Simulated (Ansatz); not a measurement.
Runs of Ansatz 0.2.0 on MnO. It takes space group Fm-3m (No. 225, cubic). Conventional cell: a = 4.448 Å, b = 4.448 Å, c = 4.448 Å, α = 90.00°, β = 90.00°, γ = 90.00°. Mn (site symmetry m-3m) is surrounded by 6 O at 2.22 Å. O (site symmetry m-3m) has 6 Mn at 2.22 Å as nearest neighbours. The cell is a database's computed one.

```tsv
task	level	potentials or basis	U	cell	k mesh	cutoff (eV)	smearing	points for each segment of the path	hubbard projectors	double counting	mesh quality	gap on the mesh (eV)	pressure (GPa)	moment (μB)	relaxed volume (Å³/atom)
band structure	r2SCAN+U	Ansatz PAW	Mn d U = 4 eV	as given	10 × 10 × 10	500	fermi-dirac 0.05 eV	14	ortho-atomic (the default)	fll (the default)	not flagged	0.78	4.7	5.00	-
band structure	PBE	SPMS NC	-	as given	10 × 10 × 10	1034	fermi-dirac 0.05 eV	14	-	-	not flagged	none	0.3	4.83	-
band structure	PBE0	Ansatz PAW	-	as given	5 × 5 × 5	420	fermi-dirac 0.05 eV	4	-	-	coarse	(c)	-	5.00	-
band structure	HSE06	Ansatz PAW	-	as given	8 × 8 × 8	420	fermi-dirac 0.05 eV	4	-	-	not flagged	(a)	-	5.00	-
single point	PBE	Ansatz PAW	-	as given	10 × 10 × 10	420	gaussian 0.017 eV	-	-	-	not flagged	none	0.2	4.80	-
band structure	PBEsol+U	Ansatz PAW	Mn d U = 8 eV	as given	10 × 10 × 10	420	fermi-dirac 0.05 eV	14	ortho-atomic (the default)	fll (the default)	not flagged	0.54	7.4	5.00	-
relaxation of cell and atoms	PBEsol+D4	Ansatz PAW	-	relaxed	10 × 10 × 10	420	fermi-dirac 0.05 eV	-	-	-	not flagged	-	0.0	4.56	10.44
band structure	PBE	Ansatz PAW	-	as given	10 × 10 × 10	420	fermi-dirac 0.05 eV	14	-	-	not flagged	none	0.1	4.79	-
single point	PBE	Ansatz PAW	-	as given	10 × 10 × 10	420	gaussian 0.025 eV	-	-	-	not flagged	none	0.2	4.80	-
relaxation of cell and atoms	PBE+D4	Ansatz PAW	-	relaxed	10 × 10 × 10	420	fermi-dirac 0.05 eV	-	-	-	not flagged	-	0.0	(b)	10.62
relaxation of cell and atoms	PBE+D3(BJ)	Ansatz PAW	-	relaxed	10 × 10 × 10	420	fermi-dirac 0.05 eV	-	-	-	not flagged	-	0.0	4.80	11.04
band structure	revPBE	Ansatz PAW	-	as given	10 × 10 × 10	420	fermi-dirac 0.05 eV	14	-	-	not flagged	none	4.2	4.81	-
```

Alike in all rows: spin collinear, ferromagnetic start.

**Question.** Estimate the missing entries.

**Answer.** (a) 1.24; (b) 4.68; (c) 2.17.

Caveats: some runs use coarse meshes; a cell with one magnetic atom can't hold antiferromagnetic order, which such compounds often take; the PAW data sets come from PBE, with cores solved anew for the run's functional, which leaves a small shift of forces and pressure (some runs); semilocal functionals often make such compounds metallic where correlation or magnetic order opens a gap, which also shifts bond lengths (some runs); the magnetic or orbital state may not be the lowest (some runs); the plane-wave basis is chosen anew once the cell has moved, so the energies of steps on either side of that aren't comparable (some runs); the k mesh misses the band edges, so the gap on the mesh is wider than the one along the path (some runs); the potentials were made for another functional, which shifts forces and pressure (some runs).

A gap of «none» marks a metal or a gap under the smearing width.

Not every run made on this cell is shown here.
